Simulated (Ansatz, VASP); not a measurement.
# GaSb in VASP and in Ansatz

```xyz
2
Lattice="0.0000 2.8475 2.8475 2.8475 0.0000 2.8475 2.8475 2.8475 0.0000" Properties=species:S:1:pos:R:3 pbc="T T T"
Ga    0.0000    0.0000    0.0000
Sb    2.8475    2.8475    2.8475
```

Measurements of this composition are mostly on another form, of space group No. 216.

Alike in both runs: task single point; functional PBEsol; k mesh 6 × 6 × 6; occupations gaussian, width 0.05 eV; no spin polarisation.

|  | VASP | Ansatz |
| --- | --- | --- |
| version | VASP 6.6.1 | Ansatz 0.2.0 |
| potentials or method | VASP PAW PBE potentials, release 64 (Ga_d, Sb) | scalar-relativistic, plane waves, PAW |
| plane-wave cutoff (eV) | 520 | 420 |
| valence electrons in the cell | 18 | 28 |

```tsv
	VASP	Ansatz	Ansatz less VASP
gap on the k mesh at the Fermi level (eV)	none	none	-
pressure (GPa)	0.3	0.2	-0.06
```

A gap of «none» marks a metal or a gap that the smearing closes. With one functional, cell and mesh, what is left measures potentials, basis and numerics. The two sets of potentials don't hold the same shells in valence.

Caveats: the PAW data sets were made with another functional, which shifts forces and pressure a little (VASP). The runs have no spin-orbit coupling, so splittings on Sb are missing.
